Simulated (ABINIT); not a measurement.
Runs of ABINIT 10.8.3 (patched build) on MoS2. The cell holds a slab with vacuum, 3 atoms: a = 3.184 Å, b = 3.184 Å, c = 17.335 Å, α = 90.00°, β = 90.00°, γ = 120.00°. 

```tsv
task	potentials or basis	cell	k mesh	cutoff (eV)	smearing	cutoff smearing ecutsm (Ha)	cutoff of the screening (Ha)	bands in the sums	wave-function cutoff in the screening (Ha)	imaginary frequencies	mesh quality	gap on the mesh (eV)	relaxed volume (Å³/atom)	largest force (eV/Å)
single point	JTH PAW LDA v2.0	cell relaxed	8 × 8 × 2	544	fermi-dirac 0.05 eV	-	-	-	-	-	not flagged	2.15	-	(b)
relaxation of cell and atoms	PseudoDojo NC SR LDA v0.4 stringent	relaxed	8 × 8 × 2	1088	fermi-dirac 0.05 eV	0.5	-	-	-	-	not flagged	2.15	48.75	-
single point	PseudoDojo NC SR LDA v0.4.1 standard	as given	8 × 8 × 2	952	fermi-dirac 0.05 eV	-	-	-	-	-	not flagged	1.77	-	(a)
single point	PseudoDojo NC SR LDA v0.4 stringent	cell relaxed	8 × 8 × 2	1088	fermi-dirac 0.05 eV	-	-	-	-	-	not flagged	2.15	-	-
relaxation of cell and atoms	JTH PAW LDA v2.0	relaxed	8 × 8 × 2	544	fermi-dirac 0.05 eV	0.5	-	-	-	-	not flagged	2.15	48.51	-
```

Alike in all rows: level LDA; no spin polarisation.

Task: Estimate the missing entries.

Result: (a) 0.38; (b) 0.01.

A k mesh can miss the band edges, and the runs leave out spin-orbit coupling on Mo.
